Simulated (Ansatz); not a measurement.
# TiC (NiAs type): the cost of one run

Program: Ansatz 0.2.0. Level of theory: DFT PBE, with the methods named in each step. These are calculated values, not measurements.

1 further run of the same task is left out (it didn't finish).

## (1) The starting structure

It takes space group P6_3/mmc (No. 194, hexagonal). Conventional cell: a = 3.467 Å, b = 3.467 Å, c = 5.374 Å, α = 90.00°, β = 90.00°, γ = 120.00°. Ti (site symmetry -3m) has 6 C at 2.41 Å and 2 Ti at 2.69 Å as nearest neighbours. C (site symmetry -6m2) is surrounded by 6 Ti at 2.41 Å.

Coordinates:

```xyz
4
Lattice="3.4670 0.0000 0.0000 -1.7335 3.0025 0.0000 0.0000 0.0000 5.3739" Properties=species:S:1:pos:R:3 pbc="T T T"
Ti    0.0000    0.0000    0.0000
Ti    0.0000    0.0000    2.6869
C     0.0000    2.0017    1.3435
C     1.7335    1.0008    4.0304
```

Whether this phase is the stable one at these pressures isn't tested.

Atoms are numbered in the order of the input: Ti1, Ti2, C3, C4.

## (2) Cell relaxed at zero pressure, PAW

The input, input.yaml:

```yaml
crystal:
  lattice:
    - [3.4670299331, 0.0, 0.0]
    - [-1.7335149665, 3.0025359977, 0.0]
    - [0.0, 0.0, 5.3738963963]
  atoms:
    - { symbol: Ti, position: [0.0, 0.0, 0.0] }
    - { symbol: Ti, position: [0.0, 0.0, 0.5] }
    - { symbol: C, position: [0.3333333333, 0.6666666667, 0.25] }
    - { symbol: C, position: [0.6666666667, 0.3333333333, 0.75] }
kpoints:
  mp_grid: { grid: [10, 10, 6] }
scf:
  occupations: { method: fermi_dirac, width: 0.05 }
hamiltonian:
  xc: pbe
  pseudopotentials: { kind: paw }
output:
  forces: true
  stress: true
  write_density: true
  write_potential: true
  elf: true
  volumetric_format: npy
relax:
  f_tol: 0.005
  max_steps: 40
  cell: {}
```

Command:

```
$ ansatz run input.yaml --threads 1 --pin off --max-ram 3072MiB --backend cpu --events-out ev --progress --plain --runs-dir out
```

**Question.** How long does this run take on 1 thread of Intel Xeon Platinum 8488C (Sapphire Rapids), shared host, and how much memory does it need?

About 26 s, with a peak of 0.42 GiB.
